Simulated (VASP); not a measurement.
# Settings for MnO₂: electric field gradients

MnO₂, P-3m1 (no. 164), 3 atoms in the cell. PBE, electric field gradients; PAW potentials Mn_GW, O_GW (PBE set). VASP 6.6.1.

Wanted: Vzz within 1 %; asymmetry within 0.03.

POSCAR:
```
MnO2
1.0
    2.8565781804      0.0000000000      0.0000000000
   -1.4282890902      2.4738692722      0.0000000000
    0.0000000000      0.0000000000      4.6013740589
Mn O
1 2
Direct
    0.0000000000      0.0000000000      0.5000000000
    0.3333333333      0.6666666667      0.7062925700
    0.6666666667      0.3333333333      0.2937074300
```

The series start from ENCUT (eV): 650; k mesh: 10 × 10 × 6; EDIFF (eV): 1e-7; PREC: Accurate; LREAL: no; ALGO: Normal. Each series keeps the choices made before it, and each single choice may use up half of a tolerance.

## ENCUT (eV)

| ENCUT (eV) | Vzz, largest deviation against the largest value | Asymmetry, largest deviation | SCF iterations | Time (s) |
|---|---|---|---|---|
| 450 | 0.62 % | 0.000 | 18 | 23 |
| 550 | 0.45 % | 0.000 | 17 | 24 |
| 650 | 0.23 % | 0.000 | 17 | 28 |
| 750 | 0.1 % | 0.000 | 17 | 42 |
| 850 | 0.032 % | 0.000 | 17 | 49 |
| 1050 (reference) | 0 % | 0.000 | 17 | 56 |

Chosen: 550, the loosest value from which every tighter one stays within half of the tolerance.

## k mesh

| k mesh | Vzz, largest deviation against the largest value | Asymmetry, largest deviation | SCF iterations | Time (s) |
|---|---|---|---|---|
| 3 × 3 × 2 | 40 % | 0.000 | 17 | 7.4 |
| 4 × 4 × 2 | 6.3 % | 0.000 | 17 | 7.8 |
| 6 × 6 × 3 | 0.51 % | 0.000 | 18 | 10 |
| 7 × 7 × 4 | 0.29 % | 0.000 | 18 | 15 |
| 8 × 8 × 5 | 0.084 % | 0.000 | 17 | 15 |
| 10 × 10 × 6 | 0.013 % | 0.000 | 17 | 24 |
| 13 × 13 × 7 | 0.0032 % | 0.000 | 17 | 34 |
| 15 × 15 × 9 (reference) | 0 % | 0.000 | 17 | 51 |

Chosen: 7 × 7 × 4.

## EDIFF (eV)

| EDIFF (eV) | Vzz, largest deviation against the largest value | Asymmetry, largest deviation | SCF iterations | Time (s) |
|---|---|---|---|---|
| 0.0001 | 0.36 % | 0.000 | 13 | 8.9 |
| 1e-5 | 0.019 % | 0.000 | 15 | 10 |
| 1e-6 | 0.026 % | 0.000 | 16 | 11 |
| 1e-7 | 0.0032 % | 0.000 | 18 | 15 |
| 1e-8 (reference) | 0 % | 0.000 | 19 | 19 |

Chosen: 0.0001.

## PREC

| PREC | Vzz, largest deviation against the largest value | Asymmetry, largest deviation | SCF iterations | Time (s) |
|---|---|---|---|---|
| Accurate | 0 % | 0.000 | 13 | 8.9 |
| Normal | 0.19 % | 0.000 | 13 | 8.1 |

Chosen: Accurate; no other choice that stays within half of the tolerance saves 30 % of the time.

## LREAL

| LREAL | Vzz, largest deviation against the largest value | Asymmetry, largest deviation | SCF iterations | Time (s) |
|---|---|---|---|---|
| no | 0 % | 0.000 | 13 | 8.9 |
| Auto | 0 % | 0.000 | 13 | 15 |

Chosen: no.

## ALGO

| ALGO | Vzz, largest deviation against the largest value | Asymmetry, largest deviation | SCF iterations | Time (s) |
|---|---|---|---|---|
| Normal | 0 % | 0.000 | 13 | 8.9 |
| Fast | 0.46 % | 0.000 | 14 | 10 |
| All | 0.23 % | 0.000 | 17 | 16 |

Chosen: Normal.

## All choices together

| Input | Vzz, largest deviation against the largest value | Asymmetry, largest deviation | Time (s) |
|---|---|---|---|
| defaults, on a 8 × 8 × 5 mesh (naive) | 1.5 % | 0.009 | 4.8 |
| chosen settings | 0.5 % | 0.000 | 8.9 |
| reference settings throughout | 0 % | 0.000 | 164 |

The tolerance is met.

Values of the reference run: Vzz: 30.89, -27.63, -27.63 V/A^2; Asymmetry: 0, 0, 0 asymmetry, 0 where Vzz is under 0.3 V/A^2.

## The input

INCAR:
```
SYSTEM = MnO2
  GGA = PE
  PREC = Accurate
  ENCUT = 550
  EDIFF = 1E-4
  LREAL = .FALSE.
  LASPH = .TRUE.
  ALGO = Normal
  NELM = 120
  LWAVE = .FALSE.
  LCHARG = .FALSE.
  ISMEAR = 0
  SIGMA = 0.02
  ISPIN = 2
  MAGMOM = 4 0 0
  LORBIT = 11
  LMAXMIX = 4
  LEFG = .TRUE.
  QUAD_EFG = 330 -25.58
  KPAR = 2
```

KPOINTS:
```
Automatic mesh
0
Gamma
  7 7 4
  0 0 0
```

Commands:
```
cat potpaw_PBE.64/Mn_GW/POTCAR potpaw_PBE.64/O_GW/POTCAR > POTCAR
mpirun -np 2 vasp_std > vasp.out
```

The chosen input took VASP 6.6.1 8.9 s on 2 cores (Intel Xeon 6975P-C (Granite Rapids)), a shared host.

## An input that fails: threshold far too loose

It runs to its end, but against the unchanged starting input it is off by 3.1 % in the Vzz, 0.002 in the asymmetry.

Changes against the starting input:
```
- EDIFF = 1e-07
+ EDIFF = 0.01
```
